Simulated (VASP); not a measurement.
Set up this calculation in VASP 6.6.1, as the native input.

- Task: single point
- Functional: revPBE
- Potentials or basis: VASP PAW PBE potentials, release 64 (P)
- Cutoff: 520 eV
- k mesh: 11 × 11 × 11
- Occupations: fermi-dirac, width 0.1 eV
- Spin: no spin polarisation
- Dipole correction: no
- Further INCAR settings: ALGO = Normal; EDIFF = 1e-06; NBANDS = 12

The structure of P lies in POSCAR:

```
P
1.0
    0.0000000000      2.6465308190      2.6465308190
    2.6465308190      0.0000000000      2.6465308190
    2.6465308190      2.6465308190      0.0000000000
P
2
Direct
    0.1250000000      0.1250000000      0.1250000000
    0.8750000000      0.8750000000      0.8750000000
```

This isn't the form of P at room conditions, which is orthorhombic.

These files were run (other wordings do the same):

INCAR

```
  PREC = Accurate
  ENCUT = 520
  EDIFF = 1E-6
  ISMEAR = -1
  SIGMA = 0.1
  LREAL = False
  LASPH = True
  NELM = 100
  ALGO = Normal
  ISIF = 2
  LWAVE = False
  LCHARG = True
  GGA = RE
  LELF = True
  LVHAR = True
  NBANDS = 12
```

KPOINTS

```
Automatic mesh
0
Gamma
  11 11 11
```

Potentials or basis: VASP PAW PBE potentials, release 64 (P).

Launch:

```console
$ cat potpaw_PBE.64/P/POTCAR > POTCAR
$ mpirun -np 1 vasp_std > vasp.out
```

It gave:

* Pressure: 6.2 GPa
* Band gap on the k mesh: none (metal or under the smearing width)

Caveat: the PAW data sets were made with another functional, which shifts forces and pressure a little.

Wall time 11 s on 1 thread of Intel(R) Xeon(R) 6975P-C (Granite Rapids), with other jobs on the host, peak memory 0.15 GiB.
